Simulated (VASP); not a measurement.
Runs of VASP 6.6.1 on Zn. Symmetry: P6_3/mmc, No. 194, hexagonal system. Conventional cell: a = 2.670 Å, b = 2.670 Å, c = 4.966 Å, α = 90.00°, β = 90.00°, γ = 120.00°. Zn (site symmetry -6m2) is surrounded by 12 Zn at 2.67 to 2.92 Å. 

```tsv
task	level	potentials or basis	cell	k mesh	cutoff (eV)	smearing	ladder	grid for exact exchange (PRECFOCK)	screening parameter	mesh quality	gap on the mesh (eV)	pressure (GPa)	relaxed volume (Å³/atom)
single point	PBEsol	VASP PAW PBE potentials, release 64 (Zn_GW)	as given	11 × 11 × 6	550	gaussian 0.1 eV	-	-	-	not flagged	none	-5.7	-
single point	PBE	VASP PAW PBE potentials, release 64 (Zn)	as given	11 × 11 × 6	520	fermi-dirac 0.05 eV	-	-	-	not flagged	none	-0.4	-
electron localisation function	r2SCAN	VASP PAW PBE potentials, release 54 (Zn)	as given	11 × 11 × 6	500	methfessel-paxton 0.1 eV	-	-	-	not flagged	none	-4.2	-
single point	PBEsol	VASP PAW PBE potentials, release 64 (Zn)	as given	11 × 11 × 6	520	fermi-dirac 0.05 eV	free	-	-	not flagged	none	-5.3	-
band structure	PBE+TS	VASP PAW PBE potentials, release 54 (Zn)	as given	11 × 11 × 6	500	gaussian 0.05 eV	-	-	-	not flagged	-	-5.4	-
relaxation of cell and atoms	PBEsol	VASP PAW PBE potentials, release 64 (Zn)	relaxed	10 × 10 × 6	600	fermi-dirac 0.05 eV	gaps	-	-	not flagged	none	-0.1	(a)
single point	RPBE	VASP PAW PBE potentials, release 64 (Zn_GW)	as given	11 × 11 × 6	550	gaussian 0.05 eV	-	-	-	not flagged	none	2.3	-
single point	PBE	VASP PAW PBE potentials, release 54 (Zn)	as given	11 × 11 × 6	520	gaussian 0.05 eV	-	-	-	not flagged	none	-0.1	-
single point	HSE06+MBD	VASP PAW PBE potentials, release 64 (Zn)	as given	6 × 6 × 3	520	methfessel-paxton 0.1 eV	-	Normal	0.2 1/A	coarse	none	-3.6	-
relaxation of cell and atoms	PBE+D3(BJ)	VASP PAW PBE potentials, release 64 (Zn)	relaxed	10 × 10 × 6	600	fermi-dirac 0.05 eV	gaps	-	-	not flagged	none	0.0	(b)
```

Alike in all rows: no spin polarisation.

Task: Fill in the values left out.

Result: (a) 14.29; (b) 14.36.

Caveats: some runs use coarse meshes; the PAW data sets were made with another functional, which shifts forces and pressure a little (some runs); pairwise dispersion overbinds metals, which lowers pressure and volume (some runs); atom-pairwise D2, TS and ULG terms overbind metals (some runs).

A k mesh can miss the band edges.

A gap of «none» marks a metal or a gap under the smearing width.

Not every run made on this cell is shown here.
